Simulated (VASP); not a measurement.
Ti:

```
Ti
1.0
     0.00000    2.05457    2.05457
     2.05457    0.00000    2.05457
     2.05457    2.05457    0.00000
Ti
1
Direct
  0.00000 0.00000 0.00000
```

This isn't the form of Ti at room conditions, which is hcp.

```yaml
Program: VASP 6.6.1
Task: relaxation of cell and atoms
Functional: RPBE
Potentials_or_basis: VASP PAW PBE potentials, release 64 (Ti_sv)
Cutoff: 600 eV
k_mesh: 18 × 18 × 18
Occupations: gaussian, width 0.1 eV
Spin: no spin polarisation
```

At the start: pressure 3.2 GPa; volume 17.35 Å³/atom.

Q: Where does the relaxation end?

A: Over 3 steps the energy falls by 5.1 meV/atom and the volume is 17.87 Å³/atom (+3.0 %); space group Fm-3m (No. 225, to 0.05 Å).

Step by step:
```
step  energy change (eV)  largest force (eV/Å)  pressure (GPa)  volume (Å³)
   1              0.0000                0.0000            3.17        17.35
   2             -0.0030                0.0000           -1.87        18.22
   3             -0.0051                0.0000           -0.01        17.87
```

Final structure:
```xyz
1
Lattice="0.0000 2.0752 2.0752 2.0752 0.0000 2.0752 2.0752 2.0752 0.0000" Properties=species:S:1:pos:R:3 pbc="T T T"
Ti    0.0000    0.0000    0.0000
```

Caveat: the PAW data sets were made with another functional, which shifts forces and pressure a little.
